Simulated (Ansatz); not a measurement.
## Fe3Ge and the effect of the pressure

The cell as given:

It takes space group Fm-3m (No. 225, cubic). Conventional cell: a = 5.751 Å, b = 5.751 Å, c = 5.751 Å, α = 90.00°, β = 90.00°, γ = 90.00°. Ge (site symmetry m-3m) is surrounded by 8 Fe at 2.49 Å. Around Fe (site symmetry -43m) lie 4 Ge at 2.49 Å and 4 Fe at 2.49 Å. Fe (site symmetry m-3m) has 8 Fe at 2.49 Å as nearest neighbours.

The cell comes from a database or a generator and needn't be the stable form of this composition.

Kept alike: task relaxation of cell and atoms; functional PBEsol; k mesh 8 × 8 × 8; occupations fermi-dirac, width 0.05 eV; collinear spin, ferromagnetic start. Program: Ansatz, Ansatz PAW, cutoff 420 eV. The mesh is that of the run's cell of 4 atoms. No spin-orbit coupling.

| pressure, P (GPa) | volume (Å³/atom) | largest site moment (μB) |
| --- | --- | --- |
| 0 | 11.154 | 2.53 |
| 2 | ? | ? |
| 5 | 10.926 | 2.51 |
| 10 | 10.719 | 2.49 |
| 20 | 10.355 | 2.44 |

The relaxations keep at least the cell's symmetry (Fm-3m). For a metal such a mesh leaves the last digits unconverged. Runs of this series that gave no sound value for these columns are left out. The runs follow the start's structure, whether or not it is the stable one at these pressures. Ansatz's relaxations hold a Pulay term in the stress (up to 0.1 GPa here). The runs hold the magnetic state that their start led to, which needn't be the lowest. Site moments count inside each atom's sphere or projector. All rows use potentials made for PBE.

Problem. Fit the rows shown and predict the run at 2 GPa.

Solution. Murnaghan's form V = V0 (1 + B′P/B0)^(-1/B′) through the rows shown has V0 = 11.1540, B0 = 232.8 GPa and B′ = 3.81 (largest miss 0.0001); at P = 2 it gives 11.060 Å³/atom. A least-squares line through the rows shown is largest site moment = -0.00451 P + 2.532 (largest miss 0.003); at P = 2 it gives 2.52 μB. The run gave: volume 11.060 Å³/atom; largest site moment 2.52 μB.
